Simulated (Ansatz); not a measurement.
# TiO2 (Rutile): the cost of one run

Computed with Ansatz 0.2.0 (DFT PBE, scalar-relativistic, plane waves, PAW, unless a step's input says otherwise).

1 further run of the same task is left out (set aside as unsound or not needed).

### Step 1. The structure to begin with

Symmetry: P4_2/mnm, No. 136, tetragonal system. The conventional cell has a = 4.643 Å, b = 4.643 Å, c = 2.964 Å, α = 90.00°, β = 90.00°, γ = 90.00°. Ti (site symmetry mmm) is surrounded by 6 O at 1.96 to 2.00 Å. Around O (site symmetry m2m) lie 3 Ti at 1.96 to 2.00 Å.

As a file:

```
CELL_PARAMETERS angstrom
4.64328 0.00000 0.00000
0.00000 4.64328 0.00000
0.00000 0.00000 2.96388
ATOMIC_POSITIONS crystal
Ti 0.00000 0.00000 0.00000
Ti 0.50000 0.50000 0.50000
O 0.30513 0.30513 0.00000
O 0.19487 0.80513 0.50000
O 0.69487 0.69487 0.00000
O 0.80513 0.19487 0.50000
```

This cell was relaxed beforehand with the same method: volume 10.65 Å³/atom, gap on the mesh 1.86 eV.

### Step 2. The bulk's band edges

Contents of input.yaml:

```yaml
crystal:
  lattice:
    - [4.6432750074, 0.0, 0.0]
    - [0.0, 4.6432750074, 0.0]
    - [0.0, 0.0, 2.9638820276]
  atoms:
    - { symbol: Ti, position: [0.0, 0.0, 0.0] }
    - { symbol: Ti, position: [0.5, 0.5, 0.5] }
    - { symbol: O, position: [0.3051282519, 0.3051282519, 0.0] }
    - { symbol: O, position: [0.1948717481, 0.8051282519, 0.5] }
    - { symbol: O, position: [0.6948717481, 0.6948717481, 0.0] }
    - { symbol: O, position: [0.8051282519, 0.1948717481, 0.5] }
basis:
  ecutwfc: 420
kpoints:
  mp_grid: { grid: [6, 6, 10] }
  band_path: { path: [VBM, CBM], npoints: 2 }
hamiltonian:
  xc: pbe
scf:
  occupations: { method: gaussian, width: 0.02 }
output:
  forces: true
  stress: true
  eigenvalues: true
```

On the command line:

```console
$ ansatz run input.yaml --threads 4 --pin off --max-ram 10240MiB --backend cpu --events-out ev --progress --plain --runs-dir out
```

What time and memory should one allow on 4 threads of Intel Xeon 6975P-C (Granite Rapids), shared host?

About 2.1 s, with a peak of 0.47 GiB.
